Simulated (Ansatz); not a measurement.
A run of Ansatz 0.2.0 is set up as follows.

input.yaml

```yaml
crystal:
  lattice:
    - [0.0, 2.3495, 2.3495]
    - [2.3495, 0.0, 2.3495]
    - [2.3495, 2.3495, 0.0]
  atoms:
    - { symbol: Cd, position: [0.0, 0.0, 0.0] }
    - { symbol: O, position: [0.5, 0.5, 0.5] }
hamiltonian:
  xc: pbe
  pseudopotentials: { kind: paw }
kpoints:
  mp_grid: { grid: [10, 10, 10] }
  band_path:
    path:
      - [[0.0, 0.0, 0.0], [0.5, 0.0, 0.5], [0.5, 0.25, 0.75], [0.375, 0.375, 0.75], [0.0, 0.0, 0.0], [0.5, 0.5, 0.5], [0.625, 0.25, 0.625], [0.5, 0.25, 0.75], [0.5, 0.5, 0.5], [0.375, 0.375, 0.75]]
      - [[0.625, 0.25, 0.625], [0.5, 0.0, 0.5]]
    npoints: 14
scf:
  occupations: { method: fermi_dirac, width: 0.05 }
  n_extra_bands: 6
output:
  forces: true
  stress: true
  eigenvalues: true
  fatbands: false
```

Potentials or basis: Ansatz PAW.

Run with:

```console
$ ansatz run input.yaml --threads 2 --pin off --max-ram 5632MiB --backend cpu --events-out ev --progress --plain --runs-dir out
```

Estimate the band gap on the k mesh.

none (metal or under the smearing width).

Predict the pressure.

6.1 GPa.

Levels at the corners of the path, in eV from the Fermi level:
```
point  band 11  band 12  band 13  band 14  band 15  band 16
    Γ    -1.53    -1.53    -1.53    -0.57    14.35    16.88
    X    -4.48    -2.48    -2.48     3.75     8.36    11.08
    W    -3.15    -3.15    -2.03     5.86     8.75     8.75
    K    -3.55    -3.04    -1.43     5.29     8.45     8.46
    Γ    -1.53    -1.53    -1.53    -0.57    14.35    16.88
    L    -3.97    -0.16    -0.16     4.27     7.16    11.72
    U    -3.55    -3.04    -1.43     5.29     8.45     8.46
    W    -3.15    -3.15    -2.03     5.86     8.75     8.75
    L    -3.97    -0.16    -0.16     4.27     7.16    11.72
    K    -3.55    -3.04    -1.43     5.29     8.45     8.46
    U    -3.55    -3.04    -1.43     5.29     8.45     8.46
    X    -4.48    -2.48    -2.48     3.75     8.36    11.08
```

Caveat: the pressure holds a Pulay correction of +0.5 GPa for the finite cutoff; this crystal is a semiconductor, whose small gap the functional closes, so the metal is an error of the method.
